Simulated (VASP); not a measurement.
Wanted: the native input for a VASP 6.6.1 run.

| Quantity | Value |
| --- | --- |
| Task | relaxation of cell and atoms |
| Functional | PBE |
| Potentials or basis | VASP PAW PBE potentials, release 64 (Te, Mo_sv) |
| Cutoff | 600 eV |
| k mesh | 12 × 12 × 1 |
| Occupations | gaussian, width 0.03 eV |
| Spin | no spin polarisation |
| Further INCAR settings | ALGO = Normal; EDIFF = 1e-06; IBRION = 2; EDIFFG = -0.01; NSW = 90; ISIF = 3 |

The structure of Te2Mo lies in POSCAR:

```
Te2Mo
1.0
    3.5182000000      0.0000000000      0.0000000000
   -1.7591000000      3.0468505800      0.0000000000
    0.0000000000      0.0000000000     21.6051888000
Te Mo
2 1
Direct
    0.3333333300      0.6666666700      0.4165666000
    0.3333333300      0.6666666700      0.5834334000
    0.6666666700      0.3333333300      0.5000000000
```

These files were run (other wordings do the same):

INCAR

```
ALGO = Normal ; EDIFF = 1E-6
EDIFFG = -0.01 ; ENCUT = 600
GGA = PE ; IBRION = 2
ISIF = 3 ; ISMEAR = 0
LASPH = True ; LATTICE_CONSTRAINTS = .TRUE. .TRUE. .FALSE.
LCHARG = False ; LREAL = False
LWAVE = False ; NELM = 80
NSW = 90 ; PREC = Accurate
SIGMA = 0.03
```

KPOINTS

```
k-points
0
Gamma
  12 12 1
```

Potentials or basis: VASP PAW PBE potentials, release 64 (Te, Mo_sv).

Launch:

```console
$ cat potpaw_PBE.64/Te/POTCAR potpaw_PBE.64/Mo_sv/POTCAR > POTCAR
$ mpirun -np 1 vasp_std > vasp.out
```

Results of the run:

```
Relaxed volume                         : 78.71 Å³/atom
Relaxed cell                           : a = 3.553 Å, b = 3.553 Å, c = 21.605 Å, α = 90.00°, β = 90.00°, γ = 120.00°
Space group after relaxing (to 0.05 Å) : P-6m2 (No. 187)
Energy gained by relaxing              : 4.1 meV/atom
Ionic steps                            : 3
Largest force after relaxing           : 0.005 eV/Å
Band gap on the k mesh                 : 1.08 eV, direct
```

Caveat: spin-orbit coupling is left out, which moves the levels of the heavy elements.

Run time: 2.4 min on 1 thread of Intel(R) Xeon(R) 6975P-C (Granite Rapids) (shared host), peak memory 0.45 GiB.
